The quantity $\varepsilon(4d_{5/2})-\varepsilon(4d_{3/2})$, called the gap below, is the difference between two Kohn-Sham eigenvalues $\varepsilon$ of the filled 4d shell, one for each total angular momentum $j = l \pm \tfrac12$ with $l = 2$. Both levels solve the radial Dirac equation in one spherical, spin-unpolarised PBE potential $V(r)$. The gap is therefore pure spin-orbit splitting, with no exchange, multiplet or crystal-field part. All six atoms are neutral with ten 4d electrons; Xe differs only in notation.

Neutral atoms of the 5p block from In to Xe, computed with Quantum ESPRESSO ld1.x 7.5 as spherical all-electron Kohn-Sham atoms, using the Dirac equation, the PBE functional, a point nucleus and no spin polarisation. Open subshells are filled with the lower j first. Eigenvalues are negative for bound levels.

| species | Z | configuration | eigenvalue (4d3/2) (eV) | eigenvalue (4d5/2) (eV) | mean radius (4d3/2) (bohr) | mean radius (4d5/2) (bohr) | ε(4d5/2) − ε(4d3/2) (eV) |
| --- | --- | --- | --- | --- | --- | --- | --- |
| In | 49 | [Kr] (4d3/2)4 (4d5/2)6 (5s1/2)2 (5p1/2)1 | -18.968 | -18.109 | 1.1734 | 1.1905 | 0.8591 |
| Sn | 50 | [Kr] (4d3/2)4 (4d5/2)6 (5s1/2)2 (5p1/2)2 | -26.113 | -25.072 | 1.0913 | 1.1061 | 1.0405 |
| Sb | 51 | [Kr] (4d3/2)4 (4d5/2)6 (5s1/2)2 (5p1/2)2 (5p3/2)1 | -33.962 | -32.719 | 1.0230 | 1.0363 | 1.2425 |
| Te | 52 | [Kr] (4d3/2)4 (4d5/2)6 (5s1/2)2 (5p1/2)2 (5p3/2)2 | -42.303 | -40.837 | 0.96508 | 0.97736 | 1.4663 |
| I | 53 | [Kr] (4d3/2)4 (4d5/2)6 (5s1/2)2 (5p1/2)2 (5p3/2)3 | -51.145 | -49.432 | 0.91486 | 0.92636 | 1.7131 |
| Xe | 54 | [Kr] 4d10 5s2 5p6 | -60.490 | -58.505 | 0.87067 | 0.88158 | 1.9846 |

From In to Xe the nuclear charge $Z$ rises by a factor 1.10 and the gap by 2.31, in steps that grow each time, from 0.181 to 0.27 eV.

An electron crossing the radial electric field of the atom feels a magnetic field, which couples to its spin. The field is strongest near the nucleus, so the inner part of the orbital counts most. To lowest order, in atomic units with $\alpha$ the fine-structure constant, the term is $\xi(r)\,\mathbf l\cdot\mathbf s$ with $\xi = \frac{\alpha^2}{2r}\frac{dV}{dr} > 0$. Since $\mathbf l\cdot\mathbf s = \tfrac12[j(j+1)-l(l+1)-\tfrac34]$ is $-\tfrac32$ for $j=\tfrac32$ and $+1$ for $j=\tfrac52$, the gap is $\tfrac52\langle\xi\rangle$. The $4d_{3/2}$ level gains an attraction and should be deeper and smaller, as it is in every row. This coupling is built into the Dirac equation, so the order tests nothing; the growth needs explaining.

Two limits frame it. For one electron around a point charge $q$, $\xi \propto q/r^3$ and lengths scale as $1/q$, which gives a splitting $\alpha^2\,\mathrm{Ry}\,q^4/[n^3 l(l+1)]$ at leading order, with denominator $64\times 6 = 384$ for 4d. If 4d felt the bare nucleus, $q = Z$, the hydrogenic Dirac splitting would be 13 times the computed gap in In and 8.3 times in Xe, and would grow by only 1.48. In the opposite limit 4d feels throughout the charge that fixes its size, $q = 21/\langle r\rangle$ from the hydrogenic $\langle r\rangle = [3n^2-l(l+1)]/2q$. For In the occupation-weighted mean radius is $(4\times1.1734+6\times1.1905)/10 = 1.1837$ bohr, so $q = 17.74$ and $q^4 = 9.9\times10^4$. With $\alpha^2\mathrm{Ry}\approx 7.2\times10^{-4}$ eV the splitting is 0.19 eV, or 0.22 of the computed gap. In Xe the fraction is 0.31, and the growth of 3.32 is too fast. Nothing is fitted here. Both limits fail in size and slope, on opposite sides in every row, because the size is set in the outer lobe and the splitting further in, where screening is weaker.

Solving the hydrogenic Dirac formula for the $q$ that returns each gap gives 25.93 in In and 31.94 in Xe. This restates the gap and is not a test, but it offers a simple picture of the growth. The added electron enters 5p, largely outside 4d, and theory argues that it cancels little of the added proton's field there. One more unit then lands on a base near 26, not 49. With the screening $s = Z-q$ held at its In value, five protons raise the gap by $(30.93/25.93)^4 \approx 2.0$, most of the 2.31. The exponent $d\ln(\text{gap})/d\ln Z$ is then $4Z/q$, which is 7.6 in In and 7.0 in Xe. The computed local exponents are higher, but fall likewise, from 9.5 to 7.9.

The remaining factor of 1.14 appears as a fall of $s$ from 23.1 to 22.1. The same runs allow a comparison of shells. The 2p and 3d splittings grow by 1.54 and 1.67, their $s$ changes by less than 0.1, and their upper levels shrink by factors of 1.115 and 1.154. The 4p shell is intermediate at 1.85, while $4d_{5/2}$ shrinks by 1.35. The argued reading is that 4d, just past its filling, is still sinking into the core, where it is screened less. A neighbouring element follows from this: a further proton with an outer electron should add a slightly larger step at a slightly smaller exponent.

The radius difference between the two levels does not drive the trend. It falls from 1.44% to 1.24% of the mean radius while the gap grows, as perturbation theory argues for a shell that stiffens faster than the coupling strengthens: mean binding rises by 3.21, and the gap falls from 4.7% to 3.3% of it.

The levels have one irregularity that the gap lacks. The second difference of $\varepsilon(4d_{5/2})$ is $-0.684$ eV at Sn and between $-0.471$ and $-0.478$ eV afterwards. Against a straight extension of the next two values, the excess at Sn is $-0.22$ eV for both 4d levels, where rounding allows 0.008 eV, and zero within 0.0008 eV for the gap. The $3d_{5/2}$ and 4s levels show $-0.23$ eV and 5s only $-0.14$ eV. A spherical shell of charge gives a constant potential inside it, which moves all inner levels alike, has no gradient and so leaves $\xi$ untouched; 5s overlaps 5p and is only partly inside. In In, the direct Coulomb repulsion $F^0$ of a 5p electron with the two 4d levels differs by just 0.01 eV.

The probable cause is the filling rule, low $j$ first. After Sn the added electron enters the more diffuse $5p_{3/2}$ and repels inner electrons less, by 0.41 eV in $F^0$ with $4d_{5/2}$ for unrelaxed In orbitals, which has the right sign and order. The printed $\langle 1/r\rangle$ of the 5p levels support it. Summed over the 5p electrons, they give the repulsion that these exert near the nucleus, and its excess at Sn, formed as above, is negative like that of the levels. If every 5p electron is given the value of $5p_{1/2}$, the excess turns positive, so contraction of the shell alone would bend the levels the other way. The kink is thus most likely an artefact of the filling rule. With no spin polarisation either, the Sb row is not the real high-spin atom.

The gap should also suffer less than the levels from errors of the functional. PBE eigenvalues are poor ionisation energies, largely because of self-interaction: in Xe the highest one gives 7.85 eV, against a measured 12.13 eV. The 4d levels are expected to lie too high as well. But the two 4d orbitals have nearly the same shape, so most of that error should shift both alike and drop out of their difference. No measured 4d splitting is set against the gap here, and with Breit and QED terms absent its last digits describe this calculation only.
